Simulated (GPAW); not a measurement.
Computed results, one entry a study.

## TiO2 (C2/m): one start, several treatments of the self-energy

The structure is monoclinic, space group C2/m (No. 12). The conventional cell has a = 12.307 Å, b = 3.767 Å, c = 6.616 Å, α = 90.00°, β = 106.95°, γ = 90.00°. Nearest to Ti lie 5 O at 1.78 to 2.03 Å. Nearest to Ti lie 6 O at 1.86 to 2.16 Å. Nearest to O lie 3 Ti at 1.86 to 2.16 Å. Nearest to O lie 3 Ti at 1.94 to 2.03 Å. Nearest to O lie 2 Ti at 1.78 to 1.87 Å. O has 3 Ti at 1.96 to 2.16 Å nearest. Farther neighbours and most contacts between anions are not listed.

```xyz
12
Lattice="6.1536 -1.8835 0.0000 6.1536 1.8835 0.0000 -1.9283 0.0000 6.3290" Properties=species:S:1:pos:R:3 pbc="T T T"
Ti    8.5226    0.0000    4.5330
Ti   -0.1400    0.0000    4.4961
Ti    1.8562    0.0000    1.7959
Ti   10.5189    0.0000    1.8329
O     0.0047    0.0000    2.3416
O     6.4903    0.0000    4.4721
O     1.6255    0.0000    0.0298
O    10.3741    0.0000    3.9874
O     8.3943    0.0000    2.1993
O     8.7534    0.0000    6.2992
O     1.9846    0.0000    4.1297
O     3.8886    0.0000    1.8569
```

```
method                                  : DFT, LDA, plane waves, PAW (and 1 further level or step)
program                                 : GPAW 26.7.0
settings of one run                     : cutoff 600 eV, GPAW PAW setups 1.2.1 data release, 4×4×2 k-mesh, nbands 184
cost                                    : 4 runs, 16 min in all on 8 MPI ranks of Arm Neoverse V2, shared host (the runs of this entry)
notes                                   : The cell and positions are those that the Materials Project relaxed with its own functionals (PBE, PBE+U or r2SCAN), kept fixed. This is not the form that TiO2 usually takes at ambient conditions. Bands and cutoff are finite, so the gap is not at the basis limit. The miss can reach some tenths of an eV and take either sign; the mesh is an error of its own. The 4×4×2 mesh is coarse for this cell, which bears on the long-range parts of exchange and screening.
G0W0, Godby-Needs plasmon pole          : 4.782 eV
G0W0, full frequency, Hilbert transform : 4.665 eV
G0W0, multipole                         : 4.729 eV
known limits                            : not at the basis limit; coarse k mesh
```

G0W0, full frequency, Hilbert transform: −0.117 eV against G0W0, Godby-Needs plasmon pole. G0W0, multipole: −0.053 eV against G0W0, Godby-Needs plasmon pole.

[Paths, hosts, dates, memory and timing lines, banners, echoed tables and standing remarks are left out of the program output.]

[Logs are printed without paths, hosts, clocks, repeated set-up lines and the standing remarks that a program may print on its own settings, such as how far it seeks lower states.]

[Runs of the session that timed out or met a known fault of the program may be left out.]

[Hosts, paths, dates, database ids (printed as entryN), source tags and the programs' standing remarks are cut or masked in the printed files.]
